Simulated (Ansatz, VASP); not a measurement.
# AgCl in VASP and in Ansatz

The input INCAR:

```
SYSTEM = AgCl
PREC = Accurate
ENCUT = 520
EDIFF = 1E-7
ISMEAR = 0
SIGMA = 0.05
LREAL = .FALSE.
LASPH = .TRUE.
NELM = 60
ALGO = Normal
ISIF = 2
LWAVE = .FALSE.
LCHARG = .FALSE.
GGA = PS
NBANDS = 16
```

File KPOINTS:

```
Automatic mesh
0
G
  8 8 8
  0 0 0
```

The input POSCAR:

```
AgCl
1.0
   -0.0831945000      2.7731500000      2.7731500000
    2.6899555000      0.0000000000      2.6899555000
    2.7731500000      2.7731500000     -0.0831945000
Ag Cl
1 1
Direct
    0.5000000000      0.5000000000      0.5000000000
    0.0000000000      0.0000000000      0.0000000000
```

Input for Ansatz:

```yaml
crystal:
  lattice:
    - [-0.0831945, 2.77315, 2.77315]
    - [2.6899555, 0.0, 2.6899555]
    - [2.77315, 2.77315, -0.0831945]
  atoms:
    - { symbol: Ag, position: [0.5, 0.5, 0.5] }
    - { symbol: Cl, position: [0.0, 0.0, 0.0] }
basis:
  ecutwfc: 420
kpoints:
  mp_grid: { grid: [8, 8, 8] }
hamiltonian:
  xc: pbesol
scf:
  occupations: { method: gaussian, width: 0.05 }
output:
  forces: true
  stress: true
  eigenvalues: true
```

Change from the starting cell: strain -0.0600 x Voigt [0, 0, 0, 0, 1, 0], atoms carried along.

Alike in both runs: task single point; functional PBEsol; k mesh 8 × 8 × 8; occupations gaussian, width 0.05 eV; no spin polarisation.

|  | VASP | Ansatz |
| --- | --- | --- |
| version | VASP 6.6.1 | Ansatz 0.2.0 |
| potentials or method | VASP PAW PBE potentials, release 64 (Ag, Cl) | scalar-relativistic, plane waves, PAW |
| plane-wave cutoff (eV) | 520 | 420 |
| valence electrons in the cell | 18 | 26 |

VASP gave:

```
gap on the k mesh at the Fermi level (eV)       : 0.67
least direct gap on the mesh (eV)               : 2.91
pressure (GPa)                                  : -2.8
largest component of the traceless stress (GPa) : 0.40
```

**Question.** Which values does Ansatz return?

**Answer.** gap on the k mesh at the Fermi level (eV): 0.68; least direct gap on the mesh (eV): 2.91; pressure (GPa): -2.7; largest component of the traceless stress (GPa): 0.40.

The two sets of potentials don't hold the same shells in valence.

Caveats: the PAW data sets were made with another functional, which shifts forces and pressure a little (VASP). A k mesh can miss the band edges.
